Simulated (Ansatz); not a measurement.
**V: strong compression**

How does V (hcp type) answer strong compression? Methods of the runs shown: PAW.

Method: DFT PBE, with the methods named in each step, in Ansatz 0.2.0.

**1. Starting point**

Symmetry: P6_3/mmc, No. 194, hexagonal system. The conventional cell has a = 2.678 Å, b = 2.678 Å, c = 4.339 Å, α = 90.00°, β = 90.00°, γ = 120.00°. V (site symmetry -6m2) is surrounded by 12 V at 2.66 to 2.68 Å.

Structure file:

```
V
1.0
     2.67837    0.00000    0.00000
    -1.33918    2.31953    0.00000
     0.00000    0.00000    4.33895
V
2
Cartesian
  0.0000 1.5464 1.0847
  1.3392 0.7732 3.2542
```

Whether this phase is the stable one at these pressures isn't tested.

Atoms are numbered in the order of the input: V1, V2.

**2. Cell relaxed at zero pressure, PAW**

input.yaml

```yaml
crystal:
  lattice:
    - [2.678366065, 0.0, 0.0]
    - [-1.3391830325, 2.3195330529, 0.0]
    - [0.0, 0.0, 4.3389530253]
  atoms:
    - { symbol: V, position: [0.3333333333, 0.6666666667, 0.25] }
    - { symbol: V, position: [0.6666666667, 0.3333333333, 0.75] }
kpoints:
  mp_grid: { grid: [18, 18, 10] }
scf:
  occupations: { method: fermi_dirac, width: 0.1 }
hamiltonian:
  xc: pbe
  pseudopotentials: { kind: paw }
output:
  forces: true
  stress: true
  write_density: true
  write_potential: true
  elf: true
  volumetric_format: npy
relax:
  f_tol: 0.005
  max_steps: 40
  cell: {}
```

Started as:

```sh
> ansatz run input.yaml --threads 1 --pin off --max-ram 2048MiB --backend cpu --events-out ev --progress --plain --runs-dir out
```

Further steps of the session: Volume scaled by 1, PAW; Shape and atoms relaxed at 0.95 of the volume, PAW; Volume scaled by 0.95, PAW; Shape and atoms relaxed at 0.85 of the volume, PAW; Volume scaled by 0.85, PAW; Shape and atoms relaxed at 0.75 of the volume, PAW; Volume scaled by 0.75, PAW; Shape and atoms relaxed at 0.65 of the volume, PAW; Volume scaled by 0.65, PAW; Shape and atoms relaxed at 0.55 of the volume, PAW; Volume scaled by 0.55, PAW; Shape and atoms relaxed at 0.45 of the volume, PAW; Volume scaled by 0.45, PAW; Shape and atoms relaxed at 0.4 of the volume, PAW; Volume scaled by 0.4, PAW; Volume scaled by 0.4, PAW (level accurate).

Before running it: what results should come out? Wanted: PAW pressure at 0.4 of the volume; PAW; fitted bulk modulus at zero pressure.

As calculated:

| quantity | value |
| --- | --- |
| PAW pressure at 0.4 of the volume | 748.3 GPa |
| PAW (level accurate) pressure at 0.4 of the volume | 756.9 GPa |
| fitted bulk modulus at zero pressure (PAW) | 176 GPa |
| its pressure derivative | 3.57 |

At 0.4 of the starting volume PAW gives 748 GPa. One third-order Birch-Murnaghan curve follows these points (B₀ = 176 GPa, B′ = 3.57, misfit at most 1.30 GPa). A fit over so wide a range leans to the high pressures, so B₀ can be off by several per cent. No all-electron run checks these rows here, and frozen cores can fail under such compression. The ions are at rest, and the electrons smeared by 0.1 eV.

At pressures up to 757 GPa the PAW spheres may overlap and frozen cores may not hold, so those PAW values are rough without an all-electron check.
